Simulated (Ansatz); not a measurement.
# SiO2: the cost of one run

Program: Ansatz 0.2.0. Level of theory: DFT, PBE, plane-wave PAW, default files, scalar-relativistic. These are calculated values, not measurements.

1 further run of the same task is left out (it didn't finish).

### Step 1. The starting structure

It takes space group R-3m (No. 166, trigonal). Conventional cell: a = 13.597 Å, b = 13.597 Å, c = 14.836 Å, α = 90.00°, β = 90.00°, γ = 120.00°. Si (site symmetry 1) is surrounded by 4 O at 1.61 to 1.63 Å. Around O (site symmetry 2) lie 2 Si at 1.62 Å. O (site symmetry m) has 2 Si at 1.63 Å as nearest neighbours. O (site symmetry m) is surrounded by 2 Si at 1.61 Å. O (site symmetry 2) is surrounded by 2 Si at 1.61 Å.

As a file:

```
Si O
1.0
     6.79850    3.92512    4.94532
    -6.79850    3.92512    4.94532
     0.00000   -7.85023    4.94532
Si O
12 24
Direct
  0.33428 0.10542 0.87524
  0.10542 0.87524 0.33428
  0.87524 0.33428 0.10542
  0.12476 0.89458 0.66572
  0.89458 0.66572 0.12476
  0.66572 0.12476 0.89458
  0.66572 0.89458 0.12476
  0.89458 0.12476 0.66572
  0.12476 0.66572 0.89458
  0.87524 0.10542 0.33428
  0.10542 0.33428 0.87524
  0.33428 0.87524 0.10542
  0.26312 0.00000 0.73688
  0.00000 0.73688 0.26312
  0.73688 0.26312 0.00000
  0.73688 0.00000 0.26312
  0.00000 0.26312 0.73688
  0.26312 0.73688 0.00000
  0.67448 0.97614 0.97614
  0.97614 0.97614 0.67448
  0.97614 0.67448 0.97614
  0.02386 0.02386 0.32552
  0.02386 0.32552 0.02386
  0.32552 0.02386 0.02386
  0.25181 0.89332 0.25181
  0.25181 0.25181 0.89332
  0.89332 0.25181 0.25181
  0.10668 0.74819 0.74819
  0.74819 0.10668 0.74819
  0.74819 0.74819 0.10668
  0.50000 0.84697 0.15303
  0.15303 0.50000 0.84697
  0.84697 0.15303 0.50000
  0.50000 0.15303 0.84697
  0.84697 0.50000 0.15303
  0.15303 0.84697 0.50000
```

The earlier run gave: gap on the mesh 5.78 eV, largest force 0.009 eV/Å, pressure 1.5 GPa.

Like atoms gathered into sites:

```tsv
site	atoms	first shell	V_zz (10²¹ V/m²)	η	C_Q (MHz)
Si	1, 2, 3, 4, …	4 O at 1.61–1.63 Å	0.85	0.90	–
O13	13, 14, 15, 16, …	2 Si at 1.62 Å, angle 147°	9.43	0.16	-5.84 (¹⁷O)
O19	19, 20, 21, 22, …	2 Si at 1.63 Å, angle 149°	9.44	0.09	-5.84 (¹⁷O)
O25	25, 26, 27, 28, …	2 Si at 1.61 Å, angle 150°	9.59	0.18	-5.93 (¹⁷O)
O31	31, 32, 33, 34, …	2 Si at 1.61 Å, angle 143°	9.29	0.24	-5.75 (¹⁷O)
```

C_Q = eQV_zz/h, which is 24.18 MHz for Q = 1 b and V_zz = 10²¹ V/m²; η = (V_xx − V_yy)/V_zz. Nuclear quadrupole moments: year-2017 set (Pyykkö). A dash under C_Q marks elements without a common quadrupolar isotope.

### Step 2. X stretched by -4 %, ions relaxed

Input file input.yaml:

```yaml
crystal:
  lattice:
    - [6.5265589159, 3.9251151531, 4.9453227949]
    - [-6.5265589159, 3.9251151531, 4.9453227949]
    - [0.0, -7.8502303062, 4.9453227949]
  atoms:
    - { symbol: Si, position: [0.3342762193, 0.1054204825, 0.8752381862] }
    - { symbol: Si, position: [0.1054204825, 0.8752381862, 0.3342762193] }
    - { symbol: Si, position: [0.8752381862, 0.3342762193, 0.1054204825] }
    - { symbol: Si, position: [0.1247618138, 0.8945795175, 0.6657237807] }
    - { symbol: Si, position: [0.8945795175, 0.6657237807, 0.1247618138] }
    - { symbol: Si, position: [0.6657237807, 0.1247618138, 0.8945795175] }
    - { symbol: Si, position: [0.6657237807, 0.8945795175, 0.1247618138] }
    - { symbol: Si, position: [0.8945795175, 0.1247618138, 0.6657237807] }
    - { symbol: Si, position: [0.1247618138, 0.6657237807, 0.8945795175] }
    - { symbol: Si, position: [0.8752381862, 0.1054204825, 0.3342762193] }
    - { symbol: Si, position: [0.1054204825, 0.3342762193, 0.8752381862] }
    - { symbol: Si, position: [0.3342762193, 0.8752381862, 0.1054204825] }
    - { symbol: O, position: [0.2631181805, 0.0, 0.7368818195] }
    - { symbol: O, position: [0.0, 0.7368818195, 0.2631181805] }
    - { symbol: O, position: [0.7368818195, 0.2631181805, 0.0] }
    - { symbol: O, position: [0.7368818195, 0.0, 0.2631181805] }
    - { symbol: O, position: [0.0, 0.2631181805, 0.7368818195] }
    - { symbol: O, position: [0.2631181805, 0.7368818195, 0.0] }
    - { symbol: O, position: [0.6744800195, 0.9761431857, 0.9761431857] }
    - { symbol: O, position: [0.9761431857, 0.9761431857, 0.6744800195] }
    - { symbol: O, position: [0.9761431857, 0.6744800195, 0.9761431857] }
    - { symbol: O, position: [0.0238568143, 0.0238568143, 0.3255199805] }
    - { symbol: O, position: [0.0238568143, 0.3255199805, 0.0238568143] }
    - { symbol: O, position: [0.3255199805, 0.0238568143, 0.0238568143] }
    - { symbol: O, position: [0.2518120148, 0.8933184751, 0.2518120148] }
    - { symbol: O, position: [0.2518120148, 0.2518120148, 0.8933184751] }
    - { symbol: O, position: [0.8933184751, 0.2518120148, 0.2518120148] }
    - { symbol: O, position: [0.1066815249, 0.7481879852, 0.7481879852] }
    - { symbol: O, position: [0.7481879852, 0.1066815249, 0.7481879852] }
    - { symbol: O, position: [0.7481879852, 0.7481879852, 0.1066815249] }
    - { symbol: O, position: [0.5, 0.8469655168, 0.1530344832] }
    - { symbol: O, position: [0.1530344832, 0.5, 0.8469655168] }
    - { symbol: O, position: [0.8469655168, 0.1530344832, 0.5] }
    - { symbol: O, position: [0.5, 0.1530344832, 0.8469655168] }
    - { symbol: O, position: [0.8469655168, 0.5, 0.1530344832] }
    - { symbol: O, position: [0.1530344832, 0.8469655168, 0.5] }
kpoints:
  mp_grid: { grid: [3, 3, 3] }
scf:
  occupations: { method: fermi_dirac, width: 0.02 }
hamiltonian:
  xc: pbe
  pseudopotentials: { kind: paw }
output:
  forces: true
  stress: true
  populations: true
  efg: { quadrupole_moments_barn: { O: -0.02558 }, contact_densities: true }
  write_density: true
  write_potential: true
  elf: true
  volumetric_format: npy
relax:
  f_tol: 0.02
  max_steps: 60
```

Launch:

```sh
$ ansatz run input.yaml --threads 4 --pin off --max-ram 8192MiB --backend cpu --events-out ev --progress --plain --runs-dir out
```

What time and memory should one allow on 4 threads of Arm Neoverse V2, shared host?

About 2.1 min, with a peak of 2.7 GiB.
